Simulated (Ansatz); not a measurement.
# Sn: two-dimensional strain map

The calculation used Ansatz 0.2.0, DFT PBE, scalar-relativistic, plane waves, PAW. Settings: plane waves to 420 eV, k-mesh 20×20×20 (Γ-centred), Gaussian smearing 0.15 eV. No spin polarisation. Energies are free energies at this smearing, counted from the undisturbed cell; pressure is positive in compression.

The undisturbed cell (as given, not relaxed at this level; it stands at -1.6 GPa; this form isn't the usual structure):

```
Sn
1.0
    -1.59075    1.59075    2.91565
     1.59075   -1.59075    2.91565
     1.59075    1.59075   -2.91565
Sn
1
Cartesian
  0.0000 0.0000 0.0000
```

The cell is strained by p along both x and y and by q along z, fractional coordinates fixed. Points are written (p, q).

p was sampled at -0.030, -0.015, 0.000, 0.015, 0.030 and q at -0.030, -0.015, 0.000, 0.015, 0.030.

Q: Where on the computed points is the energy highest, and how high?

A: At (0.030, 0.030): 53.2 meV/atom.

Q: Away from (0, 0), which computed point is lowest?

A: (0.000, -0.030): -15.6 meV/atom.

The map, in meV/atom:

| p \ q | -0.030 | -0.015 | 0.000 | 0.015 | 0.030 |
| --- | --- | --- | --- | --- | --- |
| -0.030 | 5.8 | 7.2 | 10.8 | 16.3 | 23.4 |
| -0.015 | -10.0 | -5.8 | 0.5 | 8.6 | 18.1 |
| 0.000 | -15.6 | -8.7 | 0.0 | 10.4 | 22.1 |
| 0.015 | -12.4 | -2.8 | 8.1 | 20.4 | 34.1 |
| 0.030 | -2.1 | 10.2 | 23.4 | 37.7 | 53.2 |

Cost: 25 runs of about 7.1 core-minutes in all, on Intel Xeon Platinum 8259CL (Skylake/Cascade Lake) (shared hosts).